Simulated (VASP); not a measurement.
Here is a VASP 6.6.1 calculation.

INCAR

```
PREC = Accurate
ENCUT = 520
EDIFF = 1E-6
ISMEAR = -1
SIGMA = 0.1
LREAL = False
LASPH = True
NELM = 100
ALGO = Fast
ISIF = 2
LWAVE = False
LCHARG = False
GGA = RE
NBANDS = 13
```

The input KPOINTS:

```
Automatic mesh
0
Gamma
  11 11 9
```

The input POSCAR:

```
Se
1.0
    3.6506072773      0.0000000000      0.0000000000
   -1.8253036387      3.1615186414      0.0000000000
    0.0000000000      0.0000000000      3.8037281731
Se
2
Direct
    0.3333333333      0.6666666667      0.2500000000
    0.6666666667      0.3333333333      0.7500000000
```

Potentials or basis: VASP PAW PBE potentials, release 64 (Se).

Launch:

```bash
$ cat potpaw_PBE.64/Se/POTCAR > POTCAR
$ mpirun -np 1 vasp_std > vasp.out
```

(1) Estimate the pressure.

(2) Estimate the band gap on the k mesh.

Results:

(1) 2.6 GPa.

(2) none (metal or under the smearing width).

Caveat: the PAW data sets were made with another functional, which shifts forces and pressure a little.
